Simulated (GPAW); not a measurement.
## linear V chain, spacing 2.761 A: cost and accuracy of the k mesh

Wanted: the cheapest choice of the k mesh that holds the magnetic results of linear V chain, spacing 2.761 A.

Method: RPBE; plane waves with GPAW's PAW setups, scalar-relativistic, in GPAW 26.7.0.

Report form: the programs' logs are mostly left out.

## (1) The structure

The cell holds 1 atom: 1 V. Cell: a = 12.000 Å, b = 12.000 Å, c = 2.761 Å, α = 90.0°, β = 90.0°, γ = 90.0°. model lattice. Vacuum lies along a and b. The structure's axis is c.

Coordinates:

```
V
1.0
    12.00000    0.00000    0.00000
     0.00000   12.00000    0.00000
     0.00000    0.00000    2.76100
V
1
Direct
  0.50000 0.50000 0.00000
```

## (2) Rung 1 (mesh 1×1×4), start ferro +

The ladder starts at a coarse mesh; cost grows with the number of points.

order1.py

```python
import json
import numpy as np
from ase import Atoms
from ase.parallel import paropen, parprint
from gpaw import GPAW

atoms = Atoms(['V'],
    cell=[[12.0, 0.0, 0.0],
         [0.0, 12.0, 0.0],
         [0.0, 0.0, 2.761]],
    scaled_positions=[[0.5, 0.5, 0.0]],
    pbc=True,
    magmoms=[1.5])
atoms.calc = GPAW(mode={'name': 'pw', 'ecut': 550},
    xc='RPBE',
    kpts={'size': (1, 1, 4), 'gamma': True},
    occupations={'name': 'fermi-dirac', 'width': 0.1},
    convergence={'density': 0.0001, 'energy': 1e-05},
    maxiter=200,
    symmetry={'tolerance': 1e-4},
    txt='order1.txt')
e = atoms.get_potential_energy(force_consistent=True)
res = {'free_energy': e, 'energy_sigma0': atoms.get_potential_energy(), 'fermi_energy': atoms.calc.get_fermi_level()}
res['moments'] = atoms.get_magnetic_moments().tolist()
res['total'] = atoms.get_magnetic_moment()
parprint('site moments (muB):', np.round(res['moments'], 3))
parprint(f"total moment: {res['total']:.3f} muB")
parprint(f'free energy: {e:.6f} eV')
atoms.calc.write('order1.gpw')
with paropen('results.json', 'w') as f:
    json.dump(res, f)
```

Command:

```bash
OMP_NUM_THREADS=1 python3 order1.py > order1.log
```

Elapsed: 20 s, on 1 MPI rank of Intel Xeon Platinum 8488C (Sapphire Rapids), shared host; peak memory 0.34 GiB.

Numbers from this step:

| Property | Result |
| --- | --- |
| magnetization | 4.447 μB |
| final state | ferromagnetic |
| largest moment | 3.108 μB |

After 17 cycles the largest moment stands at 3.11 μB.

## (3) Rung 1 (mesh 1×1×2), start antiferro q=(0,0,1/2) +-

The second start gives the energy difference between the two end states, the quantity that is followed up the ladder. Its q is in fractions of the reciprocal vectors of the first run's cell.

order2.py is the script of step 2 with these lines changed:

```diff
@@ -6,12 +6,13 @@
 
-atoms = Atoms(['V'],
+atoms = Atoms(['V', 'V'],
     cell=[[12.0, 0.0, 0.0],
          [0.0, 12.0, 0.0],
-         [0.0, 0.0, 2.761]],
-    scaled_positions=[[0.5, 0.5, 0.0]],
+         [0.0, 0.0, 5.522]],
+    scaled_positions=[[0.5, 0.5, 0.0],
+         [0.5, 0.5, 0.5]],
     pbc=True,
-    magmoms=[1.5])
+    magmoms=[1.5, -1.5])
 atoms.calc = GPAW(mode={'name': 'pw', 'ecut': 550},
     xc='RPBE',
-    kpts={'size': (1, 1, 4), 'gamma': True},
+    kpts={'size': (1, 1, 2), 'gamma': True},
     occupations={'name': 'fermi-dirac', 'width': 0.1},
@@ -20,3 +21,3 @@
     symmetry={'tolerance': 1e-4},
-    txt='order1.txt')
+    txt='order2.txt')
 e = atoms.get_potential_energy(force_consistent=True)
@@ -28,3 +29,3 @@
 parprint(f'free energy: {e:.6f} eV')
-atoms.calc.write('order1.gpw')
+atoms.calc.write('order2.gpw')
 with paropen('results.json', 'w') as f:
```

Command:

```bash
OMP_NUM_THREADS=1 python3 order2.py > order2.log
```

It took 68 s on 1 MPI rank; peak memory 0.57 GiB.

Read from the output:

- magnetization: 0 μB
- final state: antiferromagnetic
- largest moment: 2.731 μB

This start lies +291.8 meV a seeded atom from the first; its largest moment is 2.73 μB.

## (4) Rung 2 (mesh 1×1×4), start ferro +

order1.py is that of step 2.

Command:

```bash
OMP_NUM_THREADS=1 python3 order1.py > order1.log
```

Run time: 21 s. Hardware: 1 MPI rank; peak memory 0.34 GiB.

Read from the output:

```
magnetization  : 4.447 μB
final state    : ferromagnetic
largest moment : 3.108 μB
```

The largest moment is that of rung 1, at 1.0 times its CPU time.

## (5) Rung 2 (mesh 1×1×2), start antiferro q=(0,0,1/2) +-

order2.py is that of step 3.

Command:

```bash
OMP_NUM_THREADS=1 python3 order2.py > order2.log
```

Run time: 88 s. Hardware: 1 MPI rank; peak memory 0.57 GiB.

Numbers from this step:

```
magnetization  : 0 μB
final state    : antiferromagnetic
largest moment : 2.731 μB
```

This start lies +291.8 meV a seeded atom from the first, a change of -0.0 meV since rung 1; its largest moment is 2.73 μB.

## (6) Rung 3 (mesh 1×1×6), start ferro +

order1.py is the script of step 4 with these lines changed:

```diff
@@ -15,3 +15,3 @@
     xc='RPBE',
-    kpts={'size': (1, 1, 4), 'gamma': True},
+    kpts={'size': (1, 1, 6), 'gamma': True},
     occupations={'name': 'fermi-dirac', 'width': 0.1},
```

Command:

```bash
OMP_NUM_THREADS=1 python3 order1.py > order1.log
```

It took 53 s on 1 MPI rank; peak memory 0.34 GiB.

Read from the output:

- magnetization: 4.003 μB
- final state: ferromagnetic
- largest moment: 2.889 μB

The largest moment moves by -0.22 μB from rung 2, at 2.5 times its CPU time.

## (7) Rung 3 (mesh 1×1×3), start antiferro q=(0,0,1/2) +-

order2.py is the script of step 5 with these lines changed:

```diff
@@ -16,3 +16,3 @@
     xc='RPBE',
-    kpts={'size': (1, 1, 2), 'gamma': True},
+    kpts={'size': (1, 1, 3), 'gamma': True},
     occupations={'name': 'fermi-dirac', 'width': 0.1},
```

Command:

```bash
OMP_NUM_THREADS=1 python3 order2.py > order2.log
```

Elapsed: 94 s, on 1 MPI rank; peak memory 0.57 GiB.

This step gave:

- magnetization: 0 μB
- final state: antiferromagnetic
- largest moment: 2.837 μB

This start lies +110.1 meV a seeded atom from the first, a change of -181.7 meV since rung 2; its largest moment is 2.84 μB.

## (8) Rung 4 (mesh 1×1×10), start ferro +

order1.py is the script of step 6 with these lines changed:

```diff
@@ -15,3 +15,3 @@
     xc='RPBE',
-    kpts={'size': (1, 1, 6), 'gamma': True},
+    kpts={'size': (1, 1, 10), 'gamma': True},
     occupations={'name': 'fermi-dirac', 'width': 0.1},
```

Command:

```bash
OMP_NUM_THREADS=1 python3 order1.py > order1.log
```

Run time: 32 s. Hardware: 1 MPI rank; peak memory 0.35 GiB.

This step gave:

| Quantity | Value |
| --- | --- |
| magnetization | 4.007 μB |
| final state | ferromagnetic |
| largest moment | 2.937 μB |

The largest moment moves by +0.05 μB from rung 3, at 0.60 times its CPU time.

## (9) Rung 4 (mesh 1×1×5), start antiferro q=(0,0,1/2) +-

order2.py is the script of step 7 with these lines changed:

```diff
@@ -16,3 +16,3 @@
     xc='RPBE',
-    kpts={'size': (1, 1, 3), 'gamma': True},
+    kpts={'size': (1, 1, 5), 'gamma': True},
     occupations={'name': 'fermi-dirac', 'width': 0.1},
```

Command:

```bash
OMP_NUM_THREADS=1 python3 order2.py > order2.log
```

It took 89 s on 1 MPI rank; peak memory 0.58 GiB.

This step gave:

* magnetization: 0 μB
* final state: antiferromagnetic
* largest moment: 2.816 μB

This start lies +161.6 meV a seeded atom from the first, a change of +51.4 meV since rung 3; its largest moment is 2.82 μB.

## (10) Rung 5 (mesh 1×1×14), start ferro +

order1.py is the script of step 8 with these lines changed:

```diff
@@ -15,3 +15,3 @@
     xc='RPBE',
-    kpts={'size': (1, 1, 10), 'gamma': True},
+    kpts={'size': (1, 1, 14), 'gamma': True},
     occupations={'name': 'fermi-dirac', 'width': 0.1},
```

Command:

```bash
OMP_NUM_THREADS=1 python3 order1.py > order1.log
```

Run time: 40 s. Hardware: 1 MPI rank; peak memory 0.37 GiB.

Numbers from this step:

```
magnetization  : 4.025 μB
final state    : ferromagnetic
largest moment : 2.932 μB
```

The largest moment moves by -0.01 μB from rung 4, at 1.3 times its CPU time.

## (11) Rung 5 (mesh 1×1×7), start antiferro q=(0,0,1/2) +-

order2.py is the script of step 9 with these lines changed:

```diff
@@ -16,3 +16,3 @@
     xc='RPBE',
-    kpts={'size': (1, 1, 5), 'gamma': True},
+    kpts={'size': (1, 1, 7), 'gamma': True},
     occupations={'name': 'fermi-dirac', 'width': 0.1},
```

Command:

```bash
OMP_NUM_THREADS=1 python3 order2.py > order2.log
```

The job ended after 2 min (1 MPI rank; peak memory 0.6 GiB).

Read from the output:

```yaml
magnetization: 0 μB
final_state: antiferromagnetic
largest_moment: 2.797 μB
```

This start lies +140.5 meV a seeded atom from the first, a change of -21.1 meV since rung 4; its largest moment is 2.80 μB.

## (12) The rungs together

Ladder, by row:

| rung | mesh | state from the first start | state from the second start | second less first (meV a seeded atom) | moment, first (μB) | moment, second (μB) | CPU time (s) |
| --- | --- | --- | --- | --- | --- | --- | --- |
| 1 | 1x1x4 | ferromagnetic | antiferromagnetic | 291.8 | 3.108 | 2.731 | 87.88 |
| 2 | 1x1x4 | ferromagnetic | antiferromagnetic | 291.8 | 3.108 | 2.731 | 108.7 |
| 3 | 1x1x6 | ferromagnetic | antiferromagnetic | 110.1 | 2.889 | 2.837 | 146.6 |
| 4 | 1x1x10 | ferromagnetic | antiferromagnetic | 161.6 | 2.937 | 2.816 | 120.2 |
| 5 | 1x1x14 | ferromagnetic | antiferromagnetic | 140.5 | 2.932 | 2.797 | 157.6 |

## (13) What came out

| Quantity | Value |
| --- | --- |
| range of the moment in the table, first start | 2.89 to 3.11 μB |
| range of CPU time | 88 s to 2.6 min |
| range of the energy difference | 110 to 292 meV a seeded atom |

What this shows: Only the last rung can serve as the reference, and the rung before it is still 21 meV away, so convergence is not shown. The first start ends lower on every rung of the table; whether functional and cell give the true order is another question. Rungs 1 and 2 have the same input, so their agreement tests nothing.

[Logs and program files are shortened in this print: banners, set-up blocks, solver, clock and traceback lines can be left out without a mark of their own.]

[Logs are printed without paths, hosts, clocks, repeated set-up lines and the standing remarks that a program may print on its own settings, such as how far it seeks lower states.]

[Hosts, paths, dates, database ids (printed as entryN), source tags and the programs' standing remarks are cut or masked in the printed files.]

[Where a cell is said to come from a database of computed structures, the database is the Materials Project.]
